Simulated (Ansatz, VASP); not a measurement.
Given: the input of a run of VASP 6.6.1 on PbS (Galena).

INCAR

```
SYSTEM = PbS
  PREC = Accurate
  ENCUT = 520
  EDIFF = 1E-6
  ISMEAR = 0
  SIGMA = 0.025
  LREAL = .FALSE.
  LASPH = .TRUE.
  NELM = 100
  ALGO = Normal
  ISIF = 2
  LWAVE = .FALSE.
  LCHARG = .FALSE.
  GGA = PE
  NBANDS = 17
```

Contents of KPOINTS:

```
regular mesh
0
G
  8 8 8
  0 0 0
```

File POSCAR:

```
PbS
1.0
    0.0000000000      2.9657500000      2.9657500000
    2.9657500000      0.0000000000      2.9657500000
    2.9657500000      2.9657500000      0.0000000000
Pb S
1 1
Direct
    0.0000000000      0.0000000000      0.0000000000
    0.5000000000      0.5000000000      0.5000000000
```

Potentials or basis: VASP PAW PBE potentials, release 64 (Pb_d, S).

The run is started by

```console
$ cat potpaw_PBE.64/Pb_d/POTCAR potpaw_PBE.64/S/POTCAR > POTCAR
$ mpirun -np 1 vasp_std > vasp.out
```

Translate it to Ansatz 0.2.0. Potentials there: all-electron LAPW, scalar-relativistic.

As run (the cutoff follows the program's own potentials):

File input.yaml:

```yaml
crystal:
  lattice:
    - [0.0, 2.96575, 2.96575]
    - [2.96575, 0.0, 2.96575]
    - [2.96575, 2.96575, 0.0]
  atoms:
    - { symbol: Pb, position: [0.0, 0.0, 0.0] }
    - { symbol: S, position: [0.5, 0.5, 0.5] }
kpoints:
  mp_grid: { grid: [8, 8, 8] }
scf:
  occupations: { method: gaussian, width: 0.025 }
hamiltonian:
  xc: pbe
  pseudopotentials: { kind: all_electron, lapw: { basis_error: 0.001 } }
output:
  forces: true
  stress: true
  eigenvalues: true
```

Potentials or basis: all-electron LAPW, scalar-relativistic.

Command:

```console
$ ansatz run input.yaml --threads 1 --pin off --max-ram 3072MiB --backend cpu --events-out ev --progress --plain --runs-dir out
```

Both were run:

|  | VASP | Ansatz | Ansatz less VASP |
| --- | --- | --- | --- |
| gap on the k mesh at the Fermi level (eV) | 0.36 | 0.36 | -0.008 |
| least direct gap on the mesh (eV) | 0.36 | 0.36 | -0.008 |
| pressure (GPa) | 2.1 | 2.2 | +0.10 |

Ansatz ran all-electron here, so the differences hold the error of VASP's frozen core and of both bases.

Caveats: spin-orbit coupling is left out, which as a rule narrows the gap of such compounds by several tenths of an eV.
